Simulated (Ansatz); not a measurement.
**All-electron equations of state of elemental crystals**

All-electron LAPW (Ansatz 0.2.0), scalar-relativistic, no spin, Fermi–Dirac smearing 0.136 eV, k-meshes of 8 to 18 points an axis; Birch–Murnaghan fits to pressures. Some or most of these lattices are hypothetical for the element, and V0 is the minimum nearest the starting volume; lattices without a usable fit are left out; mesh and smearing are coarse, and magnetic elements are treated as non-magnetic.

| element | lattice | functional | V0 (Å³/atom) | B0 (GPa) | B′ | k-points per axis |
| --- | --- | --- | --- | --- | --- | --- |
| Pt | bcc | LDA | 14.93 | 293 | 5.4 | 15 |
| Pt | bcc | PBE | 15.85 | 235 | 5.5 | 15 |
| Pt | diamond | LDA | 22.55 | 146 | 5.4 | 8 |
| Pt | diamond | PBEsol | 23.08 | 134 | 5.5 | 8 |
| Pt | fcc | LDA | 14.79 | 304 | 5.3 | 14 |
| Pt | fcc | PBE | 15.67 | 245 | 5.5 | 14 |
| Pt | fcc | PBEsol | 15.06 | 285 | 5.4 | 14 |
| Pt | sc | LDA | 16.98 | 232 | 5.3 | 13 |
| Pt | sc | PBE | 18.11 | 184 | 5.4 | 12 |
| Pt | sc | PBEsol | 17.34 | 215 | 5.4 | 13 |

(1) Give V0 and B0 for diamond Pt in PBE.

(2) Give V0 and B0 for bcc Pt in PBEsol.

Answers

(1) 24.18 Å³/atom and 111.9 GPa.

(2) 15.22 Å³/atom and 273.8 GPa.
